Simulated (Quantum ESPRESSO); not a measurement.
# Ag (Fm-3m) in Quantum ESPRESSO: settings compared, part 2 of 3

Quantum ESPRESSO 7.5. The steps go on from the part before.

## (3) Phonon dispersion, PBEsol

The input, pw.in:

```
&CONTROL
  calculation = 'scf'
  prefix = 'pwscf'
  outdir = './tmp'
  pseudo_dir = './pseudo'
  tprnfor = .true.
  tstress = .true.
  disk_io = 'low'
/
&SYSTEM
  ibrav = 0
  nat = 1
  ntyp = 1
  ecutwfc = 82
  nbnd = 16
  occupations = 'smearing'
  smearing = 'mp'
  degauss = 0.01469973
/
&ELECTRONS
  conv_thr = 2d-10
  electron_maxstep = 120
  mixing_beta = 0.5
/
ATOMIC_SPECIES
Ag   107.8682 Ag.upf
CELL_PARAMETERS angstrom
   0.0000000000    2.0427500000    2.0427500000
   2.0427500000    0.0000000000    2.0427500000
   2.0427500000    2.0427500000    0.0000000000
ATOMIC_POSITIONS crystal
Ag     0.0000000000    0.0000000000    0.0000000000
K_POINTS automatic
12 12 12 0 0 0
```

The input, relax.in:

```
&CONTROL
  calculation = 'vc-relax'
  prefix = 'pwscf'
  outdir = './tmp'
  pseudo_dir = './pseudo'
  tprnfor = .true.
  tstress = .true.
  disk_io = 'low'
  nstep = 40
  forc_conv_thr = 0.0001
  etot_conv_thr = 1d-06
/
&SYSTEM
  ibrav = 0
  nat = 1
  ntyp = 1
  ecutwfc = 82
  nbnd = 16
  occupations = 'smearing'
  smearing = 'mp'
  degauss = 0.01469973
/
&ELECTRONS
  conv_thr = 2d-10
  electron_maxstep = 120
  mixing_beta = 0.5
/
&IONS
  ion_dynamics = 'bfgs'
/
&CELL
  cell_dynamics = 'bfgs'
  press = 0
  press_conv_thr = 0.2
/
ATOMIC_SPECIES
Ag   107.8682 Ag.upf
CELL_PARAMETERS angstrom
   0.0000000000    2.0427500000    2.0427500000
   2.0427500000    0.0000000000    2.0427500000
   2.0427500000    2.0427500000    0.0000000000
ATOMIC_POSITIONS crystal
Ag     0.0000000000    0.0000000000    0.0000000000
K_POINTS automatic
12 12 12 0 0 0
```

The input, scf2.in:

```
&CONTROL
  calculation = 'scf'
  prefix = 'pwscf'
  outdir = './tmp'
  pseudo_dir = './pseudo'
  tprnfor = .true.
  tstress = .true.
  disk_io = 'low'
/
&SYSTEM
  ibrav = 0
  nat = 1
  ntyp = 1
  ecutwfc = 82
  nbnd = 16
  occupations = 'smearing'
  smearing = 'mp'
  degauss = 0.01469973
/
&ELECTRONS
  conv_thr = 1d-13
  electron_maxstep = 120
  mixing_beta = 0.5
  startingpot = 'file'
  startingwfc = 'file'
/
ATOMIC_SPECIES
Ag   107.8682 Ag.upf
CELL_PARAMETERS angstrom
   0.0000000000    2.0272177286    2.0272177286
   2.0272177286    0.0000000000    2.0272177286
   2.0272177286    2.0272177286    0.0000000000
ATOMIC_POSITIONS crystal
Ag     0.0000000000    0.0000000000    0.0000000000
K_POINTS automatic
12 12 12 0 0 0
```

The input, ph.in:

```
phonon_bands of Ag
&INPUTPH
  prefix = 'pwscf'
  outdir = './tmp'
  tr2_ph = 1d-16
  fildyn = 'dyn'
  niter_ph = 60
  alpha_mix(1) = 0.4
  ldisp = .true.
  nq1 = 2
  nq2 = 2
  nq3 = 2
/
```

The input, q2r.in:

```
&INPUT
  fildyn = 'dyn'
  zasr = 'crystal'
  flfrc = 'fc'
/
```

The input, matdyn.in:

```
&INPUT
  asr = 'crystal'
  flfrc = 'fc'
  flfrq = 'freq'
  q_in_cryst_coord = .true.
  flvec = ' '
/
80
 0.0000000000  0.0000000000  0.0000000000
 0.0454545455  0.0000000000  0.0454545455
 0.0909090909  0.0000000000  0.0909090909
 0.1363636364  0.0000000000  0.1363636364
 0.1818181818  0.0000000000  0.1818181818
 0.2272727273  0.0000000000  0.2272727273
 0.2727272727  0.0000000000  0.2727272727
 0.3181818182  0.0000000000  0.3181818182
 0.3636363636  0.0000000000  0.3636363636
 0.4090909091  0.0000000000  0.4090909091
 0.4545454545  0.0000000000  0.4545454545
 0.5000000000  0.0000000000  0.5000000000
 0.5000000000  0.0500000000  0.5500000000
 0.5000000000  0.1000000000  0.6000000000
 0.5000000000  0.1500000000  0.6500000000
 0.5000000000  0.2000000000  0.7000000000
 0.5000000000  0.2500000000  0.7500000000
 0.4687500000  0.2812500000  0.7500000000
 0.4375000000  0.3125000000  0.7500000000
 0.4062500000  0.3437500000  0.7500000000
 0.3750000000  0.3750000000  0.7500000000
 0.3461538462  0.3461538462  0.6923076923
 0.3173076923  0.3173076923  0.6346153846
 0.2884615385  0.2884615385  0.5769230769
 0.2596153846  0.2596153846  0.5192307692
 0.2307692308  0.2307692308  0.4615384615
 0.2019230769  0.2019230769  0.4038461538
 0.1730769231  0.1730769231  0.3461538462
 0.1442307692  0.1442307692  0.2884615385
 0.1153846154  0.1153846154  0.2307692308
 0.0865384615  0.0865384615  0.1730769231
 0.0576923077  0.0576923077  0.1153846154
 0.0288461538  0.0288461538  0.0576923077
 0.0000000000  0.0000000000  0.0000000000
 0.0454545455  0.0454545455  0.0454545455
 0.0909090909  0.0909090909  0.0909090909
 0.1363636364  0.1363636364  0.1363636364
 0.1818181818  0.1818181818  0.1818181818
 0.2272727273  0.2272727273  0.2272727273
 0.2727272727  0.2727272727  0.2727272727
 0.3181818182  0.3181818182  0.3181818182
 0.3636363636  0.3636363636  0.3636363636
 0.4090909091  0.4090909091  0.4090909091
 0.4545454545  0.4545454545  0.4545454545
 0.5000000000  0.5000000000  0.5000000000
 0.5178571429  0.4642857143  0.5178571429
 0.5357142857  0.4285714286  0.5357142857
 0.5535714286  0.3928571429  0.5535714286
 0.5714285714  0.3571428571  0.5714285714
 0.5892857143  0.3214285714  0.5892857143
 0.6071428571  0.2857142857  0.6071428571
 0.6250000000  0.2500000000  0.6250000000
 0.5937500000  0.2500000000  0.6562500000
 0.5625000000  0.2500000000  0.6875000000
 0.5312500000  0.2500000000  0.7187500000
 0.5000000000  0.2500000000  0.7500000000
 0.5000000000  0.2750000000  0.7250000000
 0.5000000000  0.3000000000  0.7000000000
 0.5000000000  0.3250000000  0.6750000000
 0.5000000000  0.3500000000  0.6500000000
 0.5000000000  0.3750000000  0.6250000000
 0.5000000000  0.4000000000  0.6000000000
 0.5000000000  0.4250000000  0.5750000000
 0.5000000000  0.4500000000  0.5500000000
 0.5000000000  0.4750000000  0.5250000000
 0.5000000000  0.5000000000  0.5000000000
 0.4861111111  0.4861111111  0.5277777778
 0.4722222222  0.4722222222  0.5555555556
 0.4583333333  0.4583333333  0.5833333333
 0.4444444444  0.4444444444  0.6111111111
 0.4305555556  0.4305555556  0.6388888889
 0.4166666667  0.4166666667  0.6666666667
 0.4027777778  0.4027777778  0.6944444444
 0.3888888889  0.3888888889  0.7222222222
 0.3750000000  0.3750000000  0.7500000000
 0.6250000000  0.2500000000  0.6250000000
 0.5937500000  0.1875000000  0.5937500000
 0.5625000000  0.1250000000  0.5625000000
 0.5312500000  0.0625000000  0.5312500000
 0.5000000000  0.0000000000  0.5000000000
```

The input, matdyn_dos.in:

```
&INPUT
  asr = 'crystal'
  flfrc = 'fc'
  dos = .true.
  fldos = 'phdos'
  nk1 = 18
  nk2 = 18
  nk3 = 18
  deltaE = 1
  flvec = ' '
  flfrq = ' '
/
```

Potentials or basis: PseudoDojo 0.4.1 SR PBEsol standard.

Launch:

```bash
$ OMP_NUM_THREADS=1 pw.x -in pw.in > pw.out
$ OMP_NUM_THREADS=1 pw.x -in relax.in > relax.out
$ OMP_NUM_THREADS=1 pw.x -in scf2.in > scf2.out
$ OMP_NUM_THREADS=1 ph.x -in ph.in > ph.out
$ OMP_NUM_THREADS=1 q2r.x -in q2r.in > q2r.out
$ OMP_NUM_THREADS=1 matdyn.x -in matdyn.in > matdyn.out
$ OMP_NUM_THREADS=1 matdyn.x -in matdyn_dos.in > matdyn_dos.out
```

pw.out:

```text
This program is part of the open-source Quantum ESPRESSO suite
     for quantum simulation of materials; please cite
[... 9 lines left out ...]
     --------------------
     sticks:   dense  smooth     PW     G-vecs:    dense   smooth      PW
     Sum         673     673    211                11575    11575    1989

     Using Slab Decomposition

     bravais-lattice index     =            0
     lattice parameter (alat)  =       5.4592  a.u.
     unit-cell volume          =     115.0462 (a.u.)^3
     number of atoms/cell      =            1
     number of atomic types    =            1
     number of electrons       =        19.00
     number of Kohn-Sham states=           16
     kinetic-energy cutoff     =      82.0000  Ry
     charge density cutoff     =     328.0000  Ry
     scf convergence threshold =      2.0E-10
     mixing beta               =       0.5000
     number of iterations used =            8  plain     mixing
     Exchange-correlation= PBESOL
                           (   1   4  10   8   0   0   0)

     celldm(1)=   5.459201  celldm(2)=   0.000000  celldm(3)=   0.000000
     celldm(4)=   0.000000  celldm(5)=   0.000000  celldm(6)=   0.000000

     crystal axes: (cart. coord. in units of alat)
               a(1) = (   0.000000   0.707107   0.707107 )
               a(2) = (   0.707107   0.000000   0.707107 )
               a(3) = (   0.707107   0.707107   0.000000 )

     reciprocal axes: (cart. coord. in units 2 pi/alat)
               b(1) = ( -0.707107  0.707107  0.707107 )
               b(2) = (  0.707107 -0.707107  0.707107 )
               b(3) = (  0.707107  0.707107 -0.707107 )

[... 106 lines left out ...]
     iteration #  1     ecut=    82.00 Ry     beta= 0.50
     Davidson diagonalization with overlap
     ethr =  1.00E-02,  avg # of iterations =  4.7

     Threshold (ethr) on eigenvalues was too large:
     Diagonalizing with lowered threshold

     Davidson diagonalization with overlap
     ethr =  3.90E-04,  avg # of iterations =  1.2

     total energy              =    -309.77274619 Ry
     estimated scf accuracy    <       0.07402276 Ry
[... 50 lines left out ...]
     iteration #  9     ecut=    82.00 Ry     beta= 0.50
     Davidson diagonalization with overlap
     ethr =  1.58E-11,  avg # of iterations =  2.0

     End of self-consistent calculation

          k = 0.0000 0.0000 0.0000 (  1459 PWs)   bands (ev):

   -74.6315 -38.0430 -38.0430 -38.0430   9.3975  12.4954  12.4954  12.4954
    13.5483  13.5483  33.3851  36.9210  36.9210  36.9210  41.6557  42.5191
[... 308 lines left out ...]
   -74.6087 -38.1708 -38.1410 -38.0972  11.3601  11.7235  13.0202  13.7195
    14.3694  21.6944  22.6272  24.3936  28.6672  35.4687  41.3589  43.2767

          k =-0.7071 0.1179-0.0000 (  1444 PWs)   bands (ev):

   -74.6083 -38.1936 -38.1128 -38.1067  10.9825  11.1168  14.0532  14.1686
    14.5603  19.5218  23.9894  27.0380  27.1056  35.2363  35.9301  46.0130

          k =-0.2357-0.4714 0.7071 (  1446 PWs)   bands (ev):
[... 36 lines left out ...]
   -74.6083 -38.1533 -38.1533 -38.1073  11.5917  12.2086  12.2086  13.5516
    14.5612  23.1620  23.1620  24.1972  25.4161  40.0186  40.0186  41.7116

     the Fermi energy is    17.1477 ev

!    total energy              =    -309.79563990 Ry
     estimated scf accuracy    <          1.5E-11 Ry
     smearing contrib. (-TS)   =      -0.00001367 Ry
     internal energy E=F+TS    =    -309.79562623 Ry

     The total energy is F=E-TS. E is the sum of the following terms:
     one-electron contribution =    -120.18408738 Ry
     hartree contribution      =      70.77753786 Ry
     xc contribution           =     -46.00654497 Ry
     ewald contribution        =    -214.38253174 Ry

     convergence has been achieved in   9 iterations

     Forces acting on atoms (cartesian axes, Ry/au):

     atom    1 type  1   force =     0.00000000    0.00000000    0.00000000

     Total force =     0.000000     Total SCF correction =     0.000000

     Computing stress (Cartesian axis) and pressure

          total   stress  (Ry/bohr**3)                   (kbar)     P=      -25.97
  -0.00017651   0.00000000   0.00000000          -25.97        0.00        0.00
   0.00000000  -0.00017651  -0.00000000            0.00      -25.97       -0.00
   0.00000000   0.00000000  -0.00017651            0.00        0.00      -25.97

=------------------------------------------------------------------------------=
   JOB DONE.
=------------------------------------------------------------------------------=
```

relax.out:

```text
This program is part of the open-source Quantum ESPRESSO suite
     for quantum simulation of materials; please cite
[... 9 lines left out ...]
     --------------------
     sticks:   dense  smooth     PW     G-vecs:    dense   smooth      PW
     Sum         673     673    211                11575    11575    1989
[... 2603 lines left out ...]
  -0.00000518   0.00000000  -0.00000000           -0.76        0.00       -0.00
   0.00000000  -0.00000518   0.00000000            0.00       -0.76        0.00
  -0.00000000   0.00000000  -0.00000518           -0.00        0.00       -0.76

=------------------------------------------------------------------------------=
   JOB DONE.
=------------------------------------------------------------------------------=
```

scf2.out:

```text
This program is part of the open-source Quantum ESPRESSO suite
     for quantum simulation of materials; please cite
[... 9 lines left out ...]
     --------------------
     sticks:   dense  smooth     PW     G-vecs:    dense   smooth      PW
     Sum         661     661    211                11191    11191    1989
[... 539 lines left out ...]
  -0.00000520   0.00000000   0.00000000           -0.76        0.00        0.00
   0.00000000  -0.00000520   0.00000000            0.00       -0.76        0.00
   0.00000000   0.00000000  -0.00000520            0.00        0.00       -0.76

=------------------------------------------------------------------------------=
   JOB DONE.
=------------------------------------------------------------------------------=
```

It took 13 min on 1 thread of Arm Neoverse V1, shared host; peak memory 0.09 GiB.

Results:

* Free energy: -4214.9872 eV
* Relaxed volume: 16.66 Å³/atom
* Relaxed cell: a = 2.867 Å, b = 2.867 Å, c = 2.867 Å, α = 60.00°, β = 60.00°, γ = 60.00°
* Space group after relaxing (to 0.05 Å): Fm-3m (No. 225)
* Pressure after relaxing: -0.1 GPa
* Band gap on the k mesh: none (metal or under the smearing width)
* Highest phonon frequency: 178 cm⁻¹
* Zero-point energy: 0.021 eV/atom

Step by step:
| step | energy change (eV) | largest force (eV/Å) | pressure (GPa) | volume (Å³) |
| --- | --- | --- | --- | --- |
| 1 | 0.0000 | 0.0000 | -2.60 | 17.05 |
| 2 | -0.0026 | 0.0000 | -1.13 | 16.82 |
| 3 | -0.0032 | 0.0000 | 0.06 | 16.65 |
| 4 | -0.0032 | 0.0000 | 0.00 | 16.66 |

Final structure:
```
Ag
1.0
     0.00000    2.02722    2.02722
     2.02722    0.00000    2.02722
     2.02722    2.02722    0.00000
Ag
1
Direct
  0.00000 0.00000 0.00000
```

Phonon frequencies in cm⁻¹ (negative: imaginary):
```tsv
q point	frequencies
(0.000, 0.000, 0.000)	0 0 0
(0.318, 0.000, 0.318)	97 97 147
(0.500, 0.150, 0.650)	115 130 164
(0.346, 0.346, 0.692)	99 146 153
(0.144, 0.144, 0.288)	44 72 113
(0.091, 0.091, 0.091)	21 21 50
(0.409, 0.409, 0.409)	72 72 171
(0.589, 0.321, 0.589)	95 131 162
(0.500, 0.275, 0.725)	114 147 149
(0.500, 0.450, 0.550)	78 85 176
(0.431, 0.431, 0.639)	89 116 168
(0.562, 0.125, 0.562)	112 123 171
```

Phonon frequencies at the corners of the path (cm⁻¹, interpolated; i marks imaginary ones):
| point | frequencies |
| --- | --- |
| Γ | 0 0 0 |
| X | 115 115 175 |
| W | 115 148 148 |
| K | 104 140 160 |
| L | 75 75 178 |
| U | 104 140 160 |

Phonon states per cell in windows of 10 cm⁻¹ (negative: imaginary):
```csv
from (cm⁻¹),total
0,0.00
10,0.00
20,0.01
30,0.03
40,0.05
50,0.08
60,0.13
70,0.23
80,0.29
90,0.31
100,0.33
110,0.27
120,0.20
130,0.19
140,0.13
150,0.31
160,0.36
170,0.08
```

Harmonic thermodynamics per atom at this volume (zero-point energy 21.2 meV, Debye temperature from the second moment 222 K):
```
 T (K)  free energy (meV)  entropy (k_B)  heat capacity Cv (k_B)
    50               20.3           0.69                    1.38
   100               14.4           2.02                    2.38
   200              -11.6           3.86                    2.82
298.15              -49.4           5.01                    2.92
   500             -150.8           6.53                    2.97
   800             -339.2           7.93                    2.99
```

Caveat: the q mesh is small, so phonon branches between its points and thermal values are rough.

(Part 2 of 3 ends here.)
